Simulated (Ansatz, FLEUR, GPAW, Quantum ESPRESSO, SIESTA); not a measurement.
Se: programs and potentials compared

```
CELL_PARAMETERS angstrom
4.36620 0.00000 0.00000
-2.18310 3.78124 0.00000
0.00000 0.00000 4.95360
ATOMIC_POSITIONS crystal
Se 0.77460 0.77460 0.00000
Se 0.00000 0.22540 0.66667
Se 0.22540 0.00000 0.33333
```

Alike in all runs: task band structure; functional PBEsol; k mesh 7 × 7 × 6; occupations fermi-dirac, width 0.05 eV; no spin polarisation; no spin-orbit coupling. Pressure is positive in compression and, in plane waves, holds the error of the finite cutoff, which Ansatz's Pulay term estimates and takes out. Gaps are the smaller of the mesh's and the band path's.

```tsv
program and potentials	plane-wave cutoff (eV)	notes	band gap (eV)	pressure (GPa)	largest force (eV/Å)
Ansatz, PAW datasets made for the crystal	200	6 valence electrons an atom on average	0.98	0.16	0.283
SIESTA, files PseudoDojo sr-pbesol-0.4.1-standard, DZP (energy shift 0.003 Ry; two zetas on semicore shells)	-	atomic basis; 16 valence electrons an atom on average	0.77	4.38	1.508
Ansatz, all-electron LAPW, scalar-relativistic	-	-	0.98	0.17	0.283
GPAW, PAW data sets generated for this functional	600	6 valence electrons an atom on average	0.96	0.21	0.310
FLEUR, all-electron, FLAPW	-	-	0.97	-	-
Quantum ESPRESSO, PseudoDojo 0.4.1 SR PBEsol standard	1170	16 valence electrons an atom on average	?	?	?
```

Task: Estimate from the other rows what the run with Quantum ESPRESSO, PseudoDojo 0.4.1 SR PBEsol standard gave.

Result: Band gap 0.96 eV; pressure 0.18 GPa; largest force 0.307 eV/Å. The other rows, which needn't bracket it: band gap 0.77 to 0.98; pressure 0.16 to 4.38; largest force 0.283 to 1.508.
